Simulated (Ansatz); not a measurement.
# Si2W: the cost of one run

Computed with Ansatz 0.2.0 (DFT PBE, scalar-relativistic, plane waves, PAW, unless a step's input says otherwise).

## (1) The starting structure

Symmetry: P6_222, No. 180, hexagonal system. Conventional cell: a = 4.617 Å, b = 4.617 Å, c = 6.653 Å, α = 90.00°, β = 90.00°, γ = 120.00°. Around Si (site symmetry 2) lie 5 Si at 2.57 to 2.69 Å and 5 W at 2.59 to 2.69 Å. W (site symmetry 222) has 10 Si at 2.59 to 2.69 Å as nearest neighbours.

Coordinates:

```
Si W
1.0
     4.61685    0.00000    0.00000
    -2.30843    3.99831    0.00000
     0.00000    0.00000    6.65322
Si W
6 3
Direct
  0.83637 0.67275 0.50000
  0.16363 0.83637 0.83333
  0.67275 0.83637 0.16667
  0.16363 0.32725 0.50000
  0.83637 0.16363 0.83333
  0.32725 0.16363 0.16667
  0.00000 0.50000 0.16667
  0.50000 0.50000 0.83333
  0.50000 0.00000 0.50000
```

The structure comes from the Materials Project (structure only).

## (2) The base run

Contents of input.yaml:

```yaml
crystal:
  lattice:
    - [4.6168523821, 0.0, 0.0]
    - [-2.3084261911, 3.9983114484, 0.0]
    - [0.0, 0.0, 6.653222]
  atoms:
    - { symbol: Si, position: [0.836374, 0.672748, 0.5] }
    - { symbol: Si, position: [0.163626, 0.836374, 0.83333333] }
    - { symbol: Si, position: [0.672748, 0.836374, 0.16666667] }
    - { symbol: Si, position: [0.163626, 0.327252, 0.5] }
    - { symbol: Si, position: [0.836374, 0.163626, 0.83333333] }
    - { symbol: Si, position: [0.327252, 0.163626, 0.16666667] }
    - { symbol: W, position: [0.0, 0.5, 0.16666667] }
    - { symbol: W, position: [0.5, 0.5, 0.83333333] }
    - { symbol: W, position: [0.5, 0.0, 0.5] }
basis:
  ecutwfc: 500
  fft_grid_basis: typed
kpoints:
  mp_grid: { grid: [9, 9, 6] }
hamiltonian:
  xc: pbe
  pseudopotentials: { kind: paw }
scf:
  occupations: { method: gaussian, width: 0.05 }
output:
  forces: true
  stress: true
  eigenvalues: true
  bader: true
  write_density: true
  volumetric_format: npy
  elf: true
```

Command:

```
$ ansatz run input.yaml --threads 2 --pin off --max-ram 4096MiB --backend cpu --events-out ev --progress --plain --runs-dir out
```

What time and memory should one allow on 2 threads of AMD EPYC 9R45 (Zen 5), shared host?

About 45 s, with a peak of 0.61 GiB.
